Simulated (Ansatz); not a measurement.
A run on WS2: DFT, LDA, norm-conserving pseudopotentials, Ansatz's default files, scalar-relativistic (Ansatz 0.2.0).

Command: `ansatz run input.yaml --threads 1 --pin off --max-ram 3072MiB --backend cpu --events-out ev --progress --plain --runs-dir out`

```yaml
crystal:
  lattice:
    - [1.5924332554, 0.9193917687, 6.4898005779]
    - [-1.5924332554, 0.9193917687, 6.4898005779]
    - [0.0, -1.8387835373, 6.4898005779]
  atoms:
    - { symbol: W, position: [0.99933213, 0.99933213, 0.99933213] }
    - { symbol: S, position: [0.58588768, 0.58588768, 0.58588768] }
    - { symbol: S, position: [0.74608019, 0.74608019, 0.74608019] }
kpoints:
  mp_grid: { grid: [10, 10, 10] }
scf:
  occupations: { method: fermi_dirac, width: 0.03 }
hamiltonian:
  xc: lda
  pseudopotentials: { kind: nc }
output:
  forces: true
  stress: true
  eigenvalues: true
  efg: { contact_densities: true }
  populations: true
```

Task: How does the run end?

Result: It is refused before any iteration. The log ends:
```
Error: output.efg without hamiltonian.pseudopotentials.kind: paw|paw_fr|all_electron or hamiltonian.pseudopotentials.kind: all_electron — the all-electron EFG reconstruction needs the PAW one-centre densities; drop the efg request, or set kind: paw (paw_fr under spin-orbit coupling) (under a functional that reads the kinetic-energy density, kind: paw is refused in some combinations and carries risks of its own in the rest: see hamiltonian.xc for the refusals and hamiltonian.pseudopotentials.kind for the risks, both in the input reference; kind: paw is refused beside gw.static_remainder)
```
